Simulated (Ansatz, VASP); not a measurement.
# Cross-check of Si59C36O58 (amorphous SiO2 against SiC(0001), 10.5 A) between VASP and Ansatz

One calculation is typed for both programs; each brings its own data sets. How far apart do they land? The cell is taken from a series of runs on this material, whose earlier steps may have relaxed, scaled, displaced or heated it; both programs get it as it stands.

Main program and level: Ansatz 0.2.0; plane waves, with VASP 6.6.1 beside it; PBE.

## Step 1: The structure

The cell holds 153 atoms: 59 Si, 36 C and 58 O. Its edges and angles: a = 9.270 Å, b = 10.704 Å, c = 20.132 Å, α = 90.0°, β = 90.0°, γ = 90.0°. It derives from SiC (6 planes of 4H-SiC(0001)). A slab of 6 planes of 4H-SiC(0001) (starting lattice constant a = 3.09 A, c = 10.11 A), 9.27 x 10.70 A in plane. 81 atoms (23 Si, 58 O) packed at random between the slab and its periodic image at 2.2 g/cm^3 (a layer of 12.0 A) and pushed apart as soft spheres. Langevin MD at fixed cell with the MACE-MP-0b2 small potential (Batatia et al., arXiv:2401.00096), steps of 1.5 fs: 0.63 ps at 3200 K with the crystal held, 3200 to 1100 K in 1.8 ps with the crystal held, 1100 to 300 K in 0.9 ps with its inner planes held; soft walls kept the melt out of the crystal while it was held. Then all atoms and the cell's height relaxed. The structure's axis is c.

## Step 2: Ansatz: single point, PBE

Ansatz runs on its default PAW (the set named soft_2) files.

With cell and atoms fixed, the geometry can't cause a difference; cores, projectors, grids and the points listed under the comparison can.

input.yaml

```yaml
crystal:
  lattice:
    - [9.27, 0.0, 0.0]
    - [0.0, 10.70407, 0.0]
    - [0.0, 0.0, 20.13171]
  atoms:
    - { symbol: Si, position: [0.99658, 0.99182, 0.04381] }
    - { symbol: Si, position: [0.00303, 0.99516, 0.29981] }
    - { symbol: Si, position: [0.99487, 0.15889, 0.17307] }
    - { symbol: C, position: [0.99741, 0.99237, 0.2034] }
    - { symbol: C, position: [0.99423, 0.15669, 0.0754] }
    - { symbol: C, position: [0.17621, 0.07913, 0.33559] }
    - { symbol: Si, position: [0.16103, 0.24182, 0.07286] }
    - { symbol: Si, position: [0.16012, 0.24598, 0.30043] }
    - { symbol: Si, position: [0.16209, 0.41215, 0.17789] }
    - { symbol: C, position: [0.16392, 0.2419, 0.20355] }
    - { symbol: C, position: [0.15877, 0.41087, 0.08105] }
    - { symbol: C, position: [0.00128, 0.32573, 0.32735] }
    - { symbol: Si, position: [0.99197, 0.48988, 0.04904] }
    - { symbol: Si, position: [0.0051, 0.48717, 0.30277] }
    - { symbol: Si, position: [0.99802, 0.6573, 0.17293] }
    - { symbol: C, position: [0.99301, 0.49393, 0.20304] }
    - { symbol: C, position: [0.99553, 0.65966, 0.07401] }
    - { symbol: C, position: [0.16566, 0.57251, 0.32522] }
    - { symbol: Si, position: [0.16419, 0.73893, 0.04931] }
    - { symbol: Si, position: [0.16306, 0.73045, 0.29673] }
    - { symbol: Si, position: [0.16388, 0.90843, 0.17258] }
    - { symbol: C, position: [0.16203, 0.7428, 0.20138] }
    - { symbol: C, position: [0.16197, 0.90733, 0.07447] }
    - { symbol: C, position: [0.99682, 0.82319, 0.32788] }
    - { symbol: Si, position: [0.32729, 0.99962, 0.05196] }
    - { symbol: Si, position: [0.34343, 0.99654, 0.30018] }
    - { symbol: Si, position: [0.3334, 0.15959, 0.17801] }
    - { symbol: C, position: [0.32908, 0.99075, 0.20383] }
    - { symbol: C, position: [0.33175, 0.16329, 0.08435] }
    - { symbol: C, position: [0.50289, 0.0754, 0.32817] }
[... 117 atom lines left out ...]
    - { symbol: O, position: [0.39515, 0.45916, 0.69916] }
    - { symbol: O, position: [0.00215, 0.97078, 0.96368] }
    - { symbol: O, position: [0.91309, 0.39512, 0.81232] }
    - { symbol: O, position: [0.29306, 0.82184, 0.56201] }
    - { symbol: O, position: [0.01246, 0.82389, 0.39629] }
    - { symbol: O, position: [0.11746, 0.45582, 0.72708] }
kpoints:
  mp_grid: { grid: [1, 1, 1] }
hamiltonian:
  xc: pbe
scf:
  occupations: { method: fermi_dirac, width: 0.025 }
output:
  forces: true
  stress: true
  populations: true
  dos:
    method: { smearing: { sigma: 0.08 } }
    de: 0.05
    projected:
      site_lists:
        layer_1: [0, 4, 6, 10, 12, 16, 18, 20, 22, 24, 28, 30, 34, 36, 40, 42, 44, 46, 48, 50, 52, 54, 56, 58, 60, 64, 66, 68, 70]
        layer_2: [1, 2, 3, 7, 8, 9, 13, 14, 15, 19, 21, 25, 26, 27, 31, 32, 33, 37, 38, 39, 43, 45, 49, 51, 55, 57, 61, 62, 63, 67, 69]
        layer_3: [5, 11, 17, 23, 29, 35, 41, 47, 53, 59, 65, 71, 114, 120, 124, 130, 140, 141, 151]
        layer_4: [74, 78, 79, 82, 83, 84, 89, 92, 98, 103, 104, 105, 110, 111, 118, 123, 129, 132, 133, 138, 143, 150]
        layer_5: [72, 76, 77, 80, 88, 102, 106, 107, 108, 109, 113, 115, 116, 117, 121, 122, 125, 126, 128, 137, 144, 147, 152]
        layer_6: [73, 85, 87, 90, 91, 94, 97, 100, 101, 119, 135, 136, 139, 145, 146, 149]
        layer_7: [75, 81, 86, 93, 95, 96, 99, 112, 127, 131, 134, 142, 148]
  eigenvalues: true
  write_density: true
  write_potential: true
  volumetric_format: npy
```

Launch:

```
> ansatz run input.yaml --threads 4 --pin off --max-ram 15872MiB --backend cpu --events-out ev --progress --plain --runs-dir out
```

Numbers of over 12 decimals in the logs are rounded to 6 here.

What it wrote:

```text
Engine: ansatz 0.2.0, aarch64-unknown-linux-gnu
Pseudopotentials: kind: paw
Pseudopotential: Si, paw, valence charge 4, recommended cutoff 420 eV (normal), Si.paw.azcp
Pseudopotential: C, paw, valence charge 4, recommended cutoff 420 eV (normal), C.paw.azcp
Pseudopotential: O, paw, valence charge 6, recommended cutoff 420 eV (normal), O.paw.azcp
Functional definition: PBE
  parameter kappa = 0.804
  parameter beta = 0.066725
  exchange = pbe_x(kappa = kappa, mu = beta*pi^2/3)
  correlation = pbe_c(beta = beta)
Crystal: 153 atoms, lattice volume = 1997.604 Å³
Basis set: ecut = 420 eV, 39039 PW (Γ), exchange–correlation on 128×144×270 points (8 copies of the dense FFT grid, shifted against one another)
Bands: 517, of which v1, the nominal top of the filled ones, is band 364 counted from 1 (363 counted from 0)
Symmetry: 1 space group operations
Space group: P1 (ITA 1), of the structure as read, at distance tolerance 1.3e-4 Å
k-points: 1
Non-local potential: Si, projectors of the file, l = 0: 2, l = 1: 2, l = 2: 2
Non-local potential: C, projectors of the file, l = 0: 2, l = 1: 2, l = 2: 1
Non-local potential: O, projectors of the file, l = 0: 2, l = 1: 2, l = 2: 1
PAW form: soft (Blöchl's): semilocal exchange-correlation on the pseudo side does not see the compensation charge
PAW one-centre angular grid: Si, 110 points (default); XC on 64 Gauss nodes
PAW one-centre angular grid: C, 110 points (default); XC on 64 Gauss nodes
PAW one-centre angular grid: O, 110 points (default); XC on 64 Gauss nodes
Initial density: superposition of atomic densities (neutral atoms: chi_scale 0, normalization atom), corrected by the library's trained network
Initial wavefunctions: pseudopotential atomic-orbital guess
Functional: x = pbe(κ = 0.804, μ = 0.219515), c = pbe(β = 0.066725)
SCF iter   1: F=—  HF=-79501.141190 eV  |F-HF|=—  |Δ(HF+E_count)|=         —  Δρ=1.01e-2  dr2=4.25e0  ethr=1.77e-3  ⟨swp⟩=7.0  Hψ=2311  notcnv=0  defer=139
preconditioner: auto → LDOS  [metal: Δε(μ)=0.055 eV  Ē_g=13.887 eV  σ=0.025 eV  W_gap=0.50  n_scr=398 (ndim 8)  ℏωp=22.4 eV  f_vac=0.151  D(μ)=30.24/eV (n_scr^D=158)  β→1.0]
SCF iter   2: F=—  HF=-79501.014211 eV  |F-HF|=—  |Δ(HF+E_count)|=   1.27e-1  Δρ=1.01e-2  dr2=4.74e0  ethr=5.83e-4  ⟨swp⟩=3.0  Hψ=962  notcnv=0  defer=144
SCF iter   3: F=—  HF=-79500.548969 eV  |F-HF|=—  |Δ(HF+E_count)|=   4.65e-1  Δρ=3.72e-3  dr2=4.26e-1  ethr=5.83e-4  ⟨swp⟩=3.0  Hψ=580  notcnv=0  defer=144
SCF iter   4: F=—  HF=-79500.519428 eV  |F-HF|=—  |Δ(HF+E_count)|=   2.95e-2  Δρ=2.31e-3  dr2=1.54e-1  ethr=5.85e-5  ⟨swp⟩=4.0  Hψ=963  notcnv=0  defer=144
SCF iter   5: F=—  HF=-79500.507863 eV  |F-HF|=—  |Δ(HF+E_count)|=   1.16e-2  Δρ=1.55e-3  dr2=6.04e-2  ethr=2.11e-5  ⟨swp⟩=3.0  Hψ=746  notcnv=0  defer=144
SCF iter   6: F=—  HF=-79500.503548 eV  |F-HF|=—  |Δ(HF+E_count)|=   4.31e-3  Δρ=9.38e-4  dr2=2.29e-2  ethr=8.30e-6  ⟨swp⟩=2.0  Hψ=745  notcnv=0  defer=144
SCF iter   7: F=—  HF=-79500.503459 eV  |F-HF|=—  |Δ(HF+E_count)|=   8.98e-5  Δρ=7.26e-4  dr2=1.22e-2  ethr=3.14e-6  ⟨swp⟩=2.0  Hψ=736  notcnv=0  defer=144
SCF iter   8: F=—  HF=-79500.503027 eV  |F-HF|=—  |Δ(HF+E_count)|=   4.32e-4  Δρ=5.66e-4  dr2=7.10e-3  ethr=1.68e-6  ⟨swp⟩=2.0  Hψ=631  notcnv=0  defer=144
SCF iter   9: F=—  HF=-79500.502848 eV  |F-HF|=—  |Δ(HF+E_count)|=   1.79e-4  Δρ=4.43e-4  dr2=3.82e-3  ethr=9.75e-7  ⟨swp⟩=2.0  Hψ=424  notcnv=0  defer=144
SCF iter  10: F=—  HF=-79500.502856 eV  |F-HF|=—  |Δ(HF+E_count)|=   8.42e-6  Δρ=3.58e-4  dr2=2.26e-3  ethr=5.25e-7  ⟨swp⟩=2.0  Hψ=629  notcnv=0  defer=144
SCF iter  11: F=—  HF=-79500.502835 eV  |F-HF|=—  |Δ(HF+E_count)|=   2.14e-5  Δρ=3.20e-4  dr2=1.71e-3  ethr=3.10e-7  ⟨swp⟩=2.0  Hψ=399  notcnv=0  defer=144
SCF iter  12: F=—  HF=-79500.502833 eV  |F-HF|=—  |Δ(HF+E_count)|=   1.41e-6  Δρ=2.82e-4  dr2=1.34e-3  ethr=2.35e-7  ⟨swp⟩=2.0  Hψ=374  notcnv=0  defer=144
SCF iter  13: F=—  HF=-79500.502858 eV  |F-HF|=—  |Δ(HF+E_count)|=   2.48e-5  Δρ=2.42e-4  dr2=1.04e-3  ethr=1.85e-7  ⟨swp⟩=2.0  Hψ=561  notcnv=0  defer=144
SCF iter  14: F=—  HF=-79500.502877 eV  |F-HF|=—  |Δ(HF+E_count)|=   1.87e-5  Δρ=2.04e-4  dr2=7.48e-4  ethr=1.43e-7  ⟨swp⟩=2.0  Hψ=606  notcnv=0  defer=144
SCF iter  15: F=—  HF=-79500.502953 eV  |F-HF|=—  |Δ(HF+E_count)|=   7.62e-5  Δρ=1.45e-4  dr2=3.94e-4  ethr=1.03e-7  ⟨swp⟩=2.0  Hψ=738  notcnv=0  defer=144
SCF iter  16: F=—  HF=-79500.502984 eV  |F-HF|=—  |Δ(HF+E_count)|=   3.05e-5  Δρ=9.91e-5  dr2=1.97e-4  ethr=5.41e-8  ⟨swp⟩=2.0  Hψ=738  notcnv=0  defer=144
SCF iter  17: F=—  HF=-79500.502995 eV  |F-HF|=—  |Δ(HF+E_count)|=   1.18e-5  Δρ=7.02e-5  dr2=1.11e-4  ethr=2.71e-8  ⟨swp⟩=2.0  Hψ=738  notcnv=0  defer=144
SCF iter  18: F=—  HF=-79500.502973 eV  |F-HF|=—  |Δ(HF+E_count)|=   2.19e-5  Δρ=4.87e-5  dr2=5.63e-5  ethr=1.52e-8  ⟨swp⟩=2.0  Hψ=722  notcnv=0  defer=144
[...]
max |Σ_I F_I| component: 8.99e-4 eV/Å
--- Stress (GPa, compression-positive) ---
        1.751456       0.031344      -1.664900
        0.031343       3.052425       0.472901
       -1.664900       0.472900       0.045304
  P = ⅓ Tr σ = 1.6164 GPa (16.164 kbar)
--- Band table (eV) ---
  k-point 0: bands = [... 360 lower, 5.5042, 5.6119, 5.6450, 5.7607, 5.7955, 5.9058, 6.2526, 6.3729, ... 149 higher]
--- Löwdin populations: 153 sites ---
  site symbol       q [e]
     0     Si      2.6914
     1     Si      3.0122
     2     Si      2.9556
     3      C      4.9667
     4      C      4.9764
     5      C      4.3701
     6     Si      2.8108
     7     Si      2.9699
     8     Si      2.9244
     9      C      5.0028
    10      C      5.0427
    11      C      4.9487
    12     Si      2.6951
    13     Si      2.9315
    14     Si      2.9221
    15      C      5.0021
    16      C      5.0184
    17      C      4.9316
    18     Si      2.8082
    19     Si      2.9898
    20     Si      2.9380
    21      C      5.0029
    22      C      5.0069
    23      C      4.3982
[...]
145      O      6.7563
   146      O      6.7760
   147      O      6.7871
   148      O      6.7710
   149      O      6.7658
   150      O      6.7858
   151      O      6.4837
   152      O      6.7786
  spilling = 0.012997 (of n_electrons = 728.000000)
```

In the SCF lines HF is the Harris–Foulkes energy and dr2 the Hartree energy of the density residual, in eV; the loop may stop once dr2 is under the threshold and the program's other checks hold. Hψ counts applications of the Hamiltonian.

## Step 3: VASP: single point, PBE

The same cell, functional, mesh and smearing now go to VASP, with its own data sets.

Lines of VASP's logs that name or quote its potential files are left out, and so is its time.

INCAR

```
SYSTEM = Si59C36O58
PREC = Accurate
ENCUT = 600
EDIFF = 1E-06
NELM = 120
ISMEAR = -1
SIGMA = 0.025
LREAL = Auto
ALGO = Normal
GGA = PE
NBANDS = 471
LORBIT = 11
LWAVE = .FALSE.
LCHARG = .FALSE.
ISIF = 2
LASPH = .TRUE.
GGA_COMPAT = .FALSE.
```

POSCAR

```
Si59C36O58
1.0
    9.2700000000      0.0000000000      0.0000000000
    0.0000000000     10.7040700000      0.0000000000
    0.0000000000      0.0000000000     20.1317100000
Si C O
59 36 58
Direct
    0.9965800000      0.9918200000      0.0438100000
    0.0030300000      0.9951600000      0.2998100000
    0.9948700000      0.1588900000      0.1730700000
    0.1610300000      0.2418200000      0.0728600000
    0.1601200000      0.2459800000      0.3004300000
    0.1620900000      0.4121500000      0.1778900000
    0.9919700000      0.4898800000      0.0490400000
    0.0051000000      0.4871700000      0.3027700000
    0.9980200000      0.6573000000      0.1729300000
    0.1641900000      0.7389300000      0.0493100000
    0.1630600000      0.7304500000      0.2967300000
    0.1638800000      0.9084300000      0.1725800000
    0.3272900000      0.9996200000      0.0519600000
    0.3434300000      0.9965400000      0.3001800000
    0.3334000000      0.1595900000      0.1780100000
    0.4957100000      0.2454200000      0.0493700000
    0.4986900000      0.2326900000      0.2985500000
    0.4914800000      0.4091300000      0.1751500000
    0.3241200000      0.4893100000      0.0477400000
    0.3330600000      0.4943700000      0.3070100000
    0.3286500000      0.6566100000      0.1739000000
    0.4843500000      0.7493100000      0.0433600000
    0.5068900000      0.7342100000      0.3001200000
    0.4978300000      0.9113300000      0.1723700000
    0.6488700000      0.0033500000      0.0391800000
    0.6586200000      0.9892200000      0.3008600000
    0.6637300000      0.1600800000      0.1706800000
    0.8266800000      0.2399400000      0.0310400000
    0.8464400000      0.2434900000      0.2974300000
    0.8319300000      0.4075800000      0.1722700000
[... 117 atom lines left out ...]
    0.3951500000      0.4591600000      0.6991600000
    0.0021500000      0.9707800000      0.9636800000
    0.9130900000      0.3951200000      0.8123200000
    0.2930600000      0.8218400000      0.5620100000
    0.0124600000      0.8238900000      0.3962900000
    0.1174600000      0.4558200000      0.7270800000
```

KPOINTS

```
Automatic mesh
0
Gamma
1 1 1
0 0 0
```

The projector-augmented-wave data sets are Si, C and O (PBE family, release 64).

Launch:

```
> export OMP_NUM_THREADS=3
> mpirun -np 1 vasp_gam
```

What it wrote:

```text
[banner, memory and clock lines left out]
running    1 mpi-ranks, on    1 nodes
[...]
Offloading initialized ...    1 GPUs detected
[...]
LDA part: xc-table for (Slater+PW92), standard interpolation
 POSCAR, INCAR and KPOINTS ok, starting setup
[...]
entering main loop
       N       E                     dE             d eps       ncg     rms          rms(c)
DAV:   1     0.638830019209E+04    0.63883E+04   -0.44363E+05   942   0.167E+03
DAV:   2    -0.611130767117E+03   -0.69994E+04   -0.66722E+04  1157   0.360E+02
DAV:   3    -0.125624429932E+04   -0.64511E+03   -0.63730E+03  1132   0.111E+02
DAV:   4    -0.127479975597E+04   -0.18555E+02   -0.18463E+02  1116   0.202E+01
[...]
DAV:  25    -0.112653021834E+04    0.54174E-04   -0.64115E-04  1124   0.199E-02    0.146E-01
DAV:  26    -0.112653017361E+04    0.44733E-04   -0.22332E-04  1068   0.142E-02    0.317E-02
DAV:  27    -0.112653017276E+04    0.85084E-06   -0.98635E-06  1044   0.584E-03
   1 F= -.11265302E+04 E0= -.11264965E+04  d E =-.673829E-01
```

From OUTCAR (step 3):

```text
  Total       20.4241979     36.7226218      2.8478408      0.3661643      6.1372706    -21.1595331
  in kB       16.3812204     29.4533652      2.2841096      0.2936819      4.9223956    -16.9709957
  external PRESSURE =      16.0395651 kB  Pullay stress =       0.0000000 kB

 POSITION                                       TOTAL-FORCE (eV/Angst)
[...]
3.07532      1.74787      1.69811         0.004928      0.003221     -0.028443
      4.66179      0.80709      6.60662        -0.001189     -0.008348      0.009822
      4.63704      2.62239      4.11150         0.005755     -0.005901     -0.003938
      4.55370      4.40494      1.54068        -0.009915     -0.010373      0.001391
      3.13400      3.39972      6.74956        -0.019589      0.041835     -0.182231
      3.04964      5.24938      4.14351        -0.008656      0.008723      0.007704
      3.03917      7.02583      1.54430        -0.003757     -0.013702     -0.012856
      4.61711      6.15323      6.58750        -0.024891      0.003593      0.009029
      4.55101      7.97421      4.08191        -0.004193      0.004991      0.003376
      4.57169      9.75954      1.53907        -0.013103      0.020509      0.002276
      2.98930      8.85912      6.76828         0.030095      0.014804     -0.386518
      6.15602     10.65847      4.07506        -0.001421     -0.004060      0.008698
      6.11941      1.74359      1.53504        -0.007722     -0.010689      0.005112
      7.68835      0.82646      6.77996        -0.012978     -0.005876     -0.331357
[...]
-----------------------------------------------------------------------------------
    total drift:                                0.007430     -0.004993     -0.004237

  FREE ENERGIE OF THE ION-ELECTRON SYSTEM (eV)
  ---------------------------------------------------
  free  energy   TOTEN  =     -1126.5301727569 eV

  energy  without entropy=    -1126.4627898354  energy(sigma->0) =    -1126.49648130

[... 3 further parts left out ...]
[key lines of the parts left out:]
E-fermi :   4.4880
```

The gap is under twice the smearing width, so the edge states are partly filled and the run can't tell a small gap from a semimetal.

## Step 4: Side by side

Known differences besides the potentials themselves: the cutoff is 420 eV in Ansatz and 600 eV in VASP (PREC = Accurate, projectors in real space). Total energies have different zeros and are not compared.

Both answers:

```tsv
quantity	Ansatz	VASP	difference
pressure (GPa)	1.62	1.60	+0.01
```

Forces on 7 of the 153 atoms, those with the largest forces and the largest differences (eV/Å; atoms numbered as in POSCAR):

```tsv
atom	Ansatz x, y, z	VASP x, y, z
C83	0.002, -0.014, 0.017	0.030, 0.015, -0.387
C89	0.004, -0.005, 0.051	-0.009, -0.031, -0.401
O121	-0.012, 0.004, -0.006	-0.038, -0.030, 0.400
O124	-0.046, -0.001, 0.017	0.574, -0.222, -0.886
O130	0.006, -0.008, -0.025	-0.650, 0.218, 0.898
O131	0.000, -0.008, -0.031	0.014, 0.012, 0.421
O142	0.000, -0.004, -0.011	0.014, 0.007, 0.342
```

The forces differ by 95 meV/Å r.m.s., where the r.m.s. force is 0.011 eV/Å in Ansatz and 0.091 eV/Å in VASP: the atoms lie near their places of rest in Ansatz, so a percentage would say little (all taken over all components). VASP's last cycles still show a density residual of 3e-03, so its state may not be settled.

## Step 5: Summary of results

```
r.m.s. force difference (single point, PBE) : 95 meV/Å
```

**Reading.** The r.m.s. force difference is 95 meV/Å (single point, PBE), beyond the 12 meV/Å picked in this series as the mark of a large difference. What causes the difference of the single point, PBE pair stays open here. How closely two codes agree says nothing of how well the functional describes the real material.

[Lines on the potential files, build, host, timing and source positions are cut from VASP's logs without a mark.]

[Logs are printed without paths, hosts, clocks, repeated set-up lines and the standing remarks that a program may print on its own settings, such as how far it seeks lower states.]

[Hosts, paths, dates, database ids (printed as entryN), source tags and the programs' standing remarks are cut or masked in the printed files.]
